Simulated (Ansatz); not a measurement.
Run this with Ansatz 0.2.0, Python API and show what comes out.

`plan_mns.py`:
```python
# -*- coding: utf-8 -*-
import ansatz as az

BETA = 0.4
FILLING = "Marzari-Vanderbilt"
WIDTH_EV = 0.1
KSPACING = 0.38

lattice = az.Lattice.of(
    (3.09904, 0.0, 0.0),
    (0.0, 3.09904, 0.0),
    (0.0, 0.0, 3.09904),
)
sites = [
    ("Mn", (0.5, 0.5, 0.5)),
    ("S", (0.0, 0.0, 0.0)),
]
xtal = az.Crystal(lattice=lattice)
for symbol, position in sites:
    xtal = xtal.atom(symbol, position)
xtal = xtal.moments(Mn=4)

model = (
    xtal.calculation()
    .pseudopotentials("paw")
    .mixing("msr1", ndim=12, beta=BETA)
    .occupations(FILLING, width=WIDTH_EV)
    .spin(az.SpinTreatment.COLLINEAR)
    .kpoints(spacing=KSPACING)
    .functional(az.Functional.R2SCAN)
)
session = model.session()
print("features:", ", ".join(session.active_features))
print("SCF threshold (eV):", session.dr2_threshold)
planned = session.plan(dry_run=True)
told = planned.describe()
for name in ("ecut_ev", "ecutrho_ev", "n_bands", "nominal_top_band", "n_pw_range", "fft_dense", "fft_smooth", "n_sym_ops", "cell_volume_ang3"):
    print(f"{name:18s} {told[name]}")
for notice in planned.prep()["deck_notices"]:
    print("resolved:", notice["kind"])
```

Output of `python plan_mns.py`:
```text
DeckWarning: basis.ecutwfc = 500 eV, auto-derived from the records' recommended cutoffs: set by Mn (their level for a meta-GGA)
features: FinerXcGrid, AnyPaw, Paw, Mgga, R2scan, FractionalOccupations, ColdSmearing, CollinearSpin
SCF threshold (eV): 1e-07
ecut_ev            500.0
ecutrho_ev         2000.0
n_bands            17
nominal_top_band   11
n_pw_range         [720, 768]
fft_dense          [24, 24, 24]
fft_smooth         [24, 24, 24]
n_sym_ops          48
cell_volume_ang3   29.763331769995265
resolved: cutoff_auto_derived
resolved: cutoff_auto_derived
resolved: n_bands_auto_derived
resolved: check_enabled
```
(Warnings from the package without file and line.)

The structure comes from a database and needn't be a stable phase.

(A comment or docstring line of the script was reworded after the run, the code is as it ran.)
